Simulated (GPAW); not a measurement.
# BaTiO3 (R3m) in GPAW: dielectric tensor with RPBE

Aim: the dielectric tensor of BaTiO3 with RPBE.

All numbers are computed with GPAW 26.7.0; they aren't measurements. Logs are shortened: lines on timing, memory, paths and dates and some standing lists are left out, and cuts for length are marked. The log counts tension as positive stress, the text compression.

## Step 1: The crystal as given

Symmetry: R3m, No. 160, trigonal system. The conventional cell has a = 5.655 Å, b = 5.655 Å, c = 6.955 Å, α = 90.00°, β = 90.00°, γ = 120.00°. Around Ba (site symmetry 3m) lie 12 O at 2.79 to 2.89 Å. Ti (site symmetry 3m) has 6 O at 1.87 to 2.14 Å as nearest neighbours. Around O (site symmetry m) lie 2 Ti at 1.87 to 2.14 Å.

## Step 2: Dielectric tensor, RPBE

run.py reads:

```python
import numpy as np
from ase import Atoms
from ase.dft.bandgap import bandgap
from ase.io import write
from gpaw import GPAW, PW
from gpaw.response.df import DielectricFunction

atoms = Atoms(['Ba', 'Ti', 'O', 'O', 'O'],
              cell=[[2.8273666084, 1.6323808724, 2.3183934932],
                    [-2.8273666084, 1.6323808724, 2.3183934932],
                    [0.0, -3.2647617449, 2.3183934932]],
              scaled_positions=[[0.0, 0.0, 0.0],
                                [0.4845, 0.4845, 0.4845],
                                [0.5086, 0.0175, 0.5086],
                                [0.0175, 0.5086, 0.5086],
                                [0.5086, 0.5086, 0.0175]],
              pbc=True)

calc = GPAW(mode=PW(600),
            xc='RPBE',
            kpts={'size': (6, 6, 6), 'gamma': True},
            occupations={'name': 'fermi-dirac', 'width': 0.001},
            nbands=36,
            convergence={'density': 1e-06},
            maxiter=150,
            txt='gpaw.txt')
atoms.calc = calc
energy = atoms.get_potential_energy()
calc.write('gs.gpw')
write('result.traj', atoms)
print(f'Energy: {energy:.6f} eV')
print('Fermi level:', round(calc.get_fermi_level(), 4), 'eV')
print(f'Gap: {bandgap(calc)[0]:.4f} eV, direct: {bandgap(calc, direct=True)[0]:.4f} eV')

for size in [(8, 8, 8)]:
    name = 'x'.join(str(n) for n in size)
    dense = calc.fixed_density(kpts={'size': size, 'gamma': True},
                               nbands=66, convergence={'bands': 60, 'eigenstates': 1e-7},
                               update_fermi_level=True, txt=f'dense-{name}.txt')
    dense.write(f'{name}.gpw', mode='all')
    df = DielectricFunction(f'{name}.gpw', frequencies=np.array([0.0]), hilbert=False, eta=0.001,
                            ecut=80, nbands=60, intraband=False, txt=f'df-{name}.txt')
    for xc in ['RPA']:
        for direction in ['x', 'y', 'z', [0, 1, 1], [1, 0, 1], [1, 1, 0]]:
            e0, e = df.get_macroscopic_dielectric_constant(xc=xc, direction=direction)
            print(f'{name} {xc} {direction}: {e0:.4f} without, {e:.4f} with local fields')
```

Potentials or basis: the program's PAW data sets (release 1.2.1) made for this functional, pw.

The run is started by

```console
> OMP_NUM_THREADS=1 python run.py
```

gpaw.txt:

```text
__  _  _
 | _ |_)|_||  |
 |__||  | ||/\| - 26.7.0

Input parameters:
  mode=PW(ecut=600.0),
  convergence={'density': 1e-06},
  kpts=MonkhorstPack(size=(6, 6, 6), gamma=True),
  maxiter=150,
  nbands=36,
  occupations=Occupations(name='fermi-dirac', width=0.001),
  xc=XC(name='RPBE')

Diagonalizing LCAO Hamiltonian
Converting LCAO to pw mode

           Ti
       O      O

           Ba

Atoms  # Å, Bohr magnetons
|   | symbol |         x |         y |        z |    initial magnetic moments |
|---|--------|-----------|-----------|----------|-----------------------------|
| 0 |     Ba |  0.000000 |  0.000000 | 0.000000 | ( 0.0000,  0.0000,  0.0000) |
| 1 |     Ti | -0.000000 | -0.000000 | 3.369785 | ( 0.0000,  0.0000,  0.0000) |
| 2 |      O |  1.388520 | -0.801662 | 2.398842 | ( 0.0000,  0.0000,  0.0000) |
| 3 |      O | -1.388520 | -0.801662 | 2.398842 | ( 0.0000,  0.0000,  0.0000) |
| 4 |      O |  0.000000 |  1.603324 | 2.398842 | ( 0.0000,  0.0000,  0.0000) |

Unit cell  # Å
| periodic |         x |         y |        z |  lengths |    angles |
|----------|-----------|-----------|----------|----------|-----------|
|      yes |  2.827367 |  1.632381 | 2.318393 | 4.004200 | 89.837000 |
|      yes | -2.827367 |  1.632381 | 2.318393 | 4.004200 | 89.837000 |
|      yes |  0.000000 | -3.264762 | 2.318393 | 4.004200 | 89.837000 |

Number of symmetries: 6
Symmetry operations  # r_c * U_cc + t_c -> r_c
|   | kind |            matrix            |
|---|------|------------------------------|
| 0 |  E   |  1, 0, 0,  0, 1, 0,  0, 0, 1 |
| 1 |  σ   |  1, 0, 0,  0, 0, 1,  0, 1, 0 |
| 2 |  σ   |  0, 1, 0,  1, 0, 0,  0, 0, 1 |
| 3 |  C3  |  0, 1, 0,  0, 0, 1,  1, 0, 0 |
| 4 |  C3  |  0, 0, 1,  1, 0, 0,  0, 1, 0 |
| 5 |  σ   |  0, 0, 1,  0, 1, 0,  1, 0, 0 |

BZ-sampling:
  Number of BZ points: 216
  Number of IBZ points: 32

  Monkhorst-Pack size: [6, 6, 6]
  Monkhorst-Pack shift: [0.08333333333333333, 0.08333333333333333, 0.08333333333333333]

K-points  # in reciprocal-cell coordinates
|     |                                coordinates |     weight |
|-----|--------------------------------------------|------------|
|   0 | (  0.00000000,   0.00000000,   0.00000000) | 0.00462963 |
|   1 | (  0.16666667,   0.00000000,  -0.16666667) | 0.02777778 |
|   2 | (  0.16666667,   0.00000000,   0.00000000) | 0.02777778 |
|   3 | (  0.16666667,   0.16666667,  -0.16666667) | 0.02777778 |
|   4 | (  0.16666667,   0.16666667,   0.00000000) | 0.02777778 |
|   5 | (  0.16666667,   0.16666667,   0.16666667) | 0.00925926 |
|   6 | (  0.33333333,  -0.16666667,  -0.16666667) | 0.02777778 |
|   7 | (  0.33333333,   0.00000000,  -0.33333333) | 0.02777778 |
|   8 | (  0.33333333,   0.00000000,  -0.16666667) | 0.05555556 |
|   9 | (  0.33333333,   0.00000000,   0.00000000) | 0.02777778 |
| ... |                                            |            |
|  31 | (  0.50000000,   0.50000000,   0.50000000) | 0.00462963 |

Plane wave coefficients: 2176
Cutoff: 600.0 eV

Spin-components: 1 (collinear spins)
Bands:           36
Projectors:      27
Spin-degeneracy: 2
Datatype:        complex128

Parallelization:
  kpt:    1
  domain: 1
  band:   1

Density:
  Valence electrons: 40.0
  Components: 1
  Grid points: [24 24 24]
  Charge: 0.0  # |e|

Potential:
  Grid points: [24 24 24]

species:
  Ba:
    name:    Barium
    Z:       56.0
    valence: 10
    core:    46
    charge:  0.0  # [|e|]
    compensation charges:
      type: gauss
      rc: 0.37  # [Å]
      lmax: 2
    cutoffs:
      filter: 2.06  # [Å]
      core: 2.33  # [Å]
    projectors
    | kind |    occ | energy [eV] | rcut [Å] |
    |------|--------|-------------|----------|
    |   5s |  2.000 |     -33.663 |    1.164 |
    |   6s |  2.000 |      -3.183 |    1.164 |
    |   5p |  6.000 |     -18.775 |    1.164 |
    |    p |        |       0.000 |    1.164 |
    |    d |        |       0.000 |    1.164 |
    |    d |        |      27.211 |    1.164 |

    Using partial waves for Ba as LCAO basis

  Ti:
    name:    Titanium
    Z:       22.0
    valence: 12
    core:    10
    charge:  0.0  # [|e|]
    compensation charges:
      type: gauss
      rc: 0.38  # [Å]
      lmax: 2
    cutoffs:
      filter: 2.23  # [Å]
      core: 1.02  # [Å]
    projectors
    | kind |    occ | energy [eV] | rcut [Å] |
    |------|--------|-------------|----------|
    |   3s |  2.000 |     -62.726 |    1.270 |
    |   4s |  2.000 |      -4.420 |    1.270 |
    |   3p |  6.000 |     -38.898 |    1.058 |
    |   4p |  0.000 |      -1.472 |    1.058 |
    |   3d |  2.000 |      -4.207 |    1.058 |
    |    d |        |      23.004 |    1.058 |

    Using partial waves for Ti as LCAO basis

  O:
    name:    Oxygen
    Z:       8.0
    valence: 6
    core:    2
    charge:  0.0  # [|e|]
    compensation charges:
      type: gauss
      rc: 0.21  # [Å]
      lmax: 2
    cutoffs:
      filter: 1.17  # [Å]
      core: 0.83  # [Å]
    projectors
    | kind |    occ | energy [eV] | rcut [Å] |
    |------|--------|-------------|----------|
    |   2s |  2.000 |     -24.041 |    0.688 |
    |   2p |  4.000 |      -8.984 |    0.598 |
    |    s |        |       3.170 |    0.688 |
    |    p |        |      18.228 |    0.598 |
    |    d |        |       0.000 |    0.619 |

    Using partial waves for O as LCAO basis

Reference energy: -250645.454749  # eV

eigensolver:
  PPCG
  Converge bands: occupied
  niter=2

density mixing:
  MSR1-Mixer
  Pratt-step length: 0.05
  Maximum mixing coefficient: 0.75
  Old densities: 10
  SVD Regularization: 0.005
  Good broyden scale: 1.0
  Trust region scale: 1.0
  Backstep threshold: 4.0
  History deletion threshold: 6.0
  Fourier metric: weight=20.0, sigma=0.015

occupation numbers:
  Fermi-Dirac:
    width: 0.0010  # eV

poisson solver:
  ecut: 4800.0  # eV

xc functional:
  name: RPBE with 2 nearest neighbor stencil

convergence criteria:
- Maximum integral of absolute [dens]ity change: 1e-06 electrons / valence electron
- Maximum [total energy] change in last 3 cyles: 0.0005 eV / valence electron
- Maximum integral of absolute [eigenst]ate change: 4e-08 eV^2 / valence electron
maximum number of iterations: 150

SCF iterations
|iter     | |      energy | eigst |  dens |
|---------|-|-------------|-------|-------|
|iter:   1| |  -42.259895 | +0.09 |       |
|iter:   2| |  -40.594132 | -1.57 | -0.87 |
|iter:   3| |  -37.302487 | -0.96 | -0.94 |
|iter:   4| |  -37.129223 | -2.16 | -1.46 |
|iter:   5| |  -37.111845 | -2.81 | -1.63 |
|iter:   6| |  -37.124851c| -3.39 | -1.95 |
|iter:   7| |  -37.125599c| -4.70 | -2.72 |
|iter:   8| |  -37.125656c| -5.67 | -3.26 |
|iter:   9| |  -37.125664c| -6.90 | -3.85 |
|iter:  10| |  -37.125664c| -8.44c| -4.76 |
|iter:  11| |  -37.125664c| -7.95c| -5.23 |
|iter:  12| |  -37.125664c| -9.08c| -5.84 |
|iter:  13| |  -37.125664c|-10.07c| -6.43c|

Converged in 13 steps
Energy contributions relative to reference atoms: (reference = -250645.454749)

Energy contributions:
  Kinetic:          50.556875
  Coulomb:         -51.283255
  Zero:              0.581228
  External:          0.000000
  Xc:              -36.980512
  Entropy:          -0.000000
  Spinorbit:         0.000000
  ----------------------------
  Free energy:     -37.125664
  Extrapolated:    -37.125664

dipole moment: (-0.000000, 0.000000, -58.947249)  # |e|*Ang

Fermi level: 8.743
Eigenvalues  # (at kpt = [0.000, 0.000, 0.000])
| band index |      eig [eV] | occ [0-2] |
|------------|---------------|-----------|
|          0 |       -48.635 |     2.000 |
|        ... |               |           |
|         12 |         5.559 |     2.000 |
|         13 |         5.559 |     2.000 |
|         14 |         6.450 |     2.000 |
|         15 |         6.451 |     2.000 |
|         16 |         6.688 |     2.000 |
|         17 |         7.236 |     2.000 |
[... 8 lines left out ...]
|         26 |        12.958 |     0.000 |
|         27 |        15.297 |     0.000 |
|        ... |               |           |
|         35 |        27.152 |     0.000 |

Gap: 2.454 eV
Transition (v -> c):
  (s=0, k=31, n=19, [0.50, 0.50, 0.50]) -> (s=0, k=0, n=20, [0.00, 0.00, 0.00])
Direct/indirect transitions are different
Direct gap: 2.838 eV
Transition at: (s=0, k=0, n=19, [0.00, 0.00, 0.00])
# Writing to gs.gpw (mode='')
```

Run time: 3 min. Hardware: 1 thread of INTEL XEON PLATINUM 8581C at 2.30GHz (Emerald Rapids), shared host; peak memory 0.63 GiB.

What came out:

```
Free energy                             : -37.1257 eV
Band gap on the k mesh                  : 2.45 eV, indirect (least direct gap 2.84 eV)
Electronic dielectric tensor (diagonal) : 5.37, 5.37, 4.95
```

Electronic dielectric tensor:
```
5.37 0.00 0.00
0.00 5.37 0.00
0.00 0.00 4.95
```

Caveat: the long-wavelength limit can be off by several per cent where d states take part; spin-orbit coupling is left out, which moves the levels of the heavy elements.
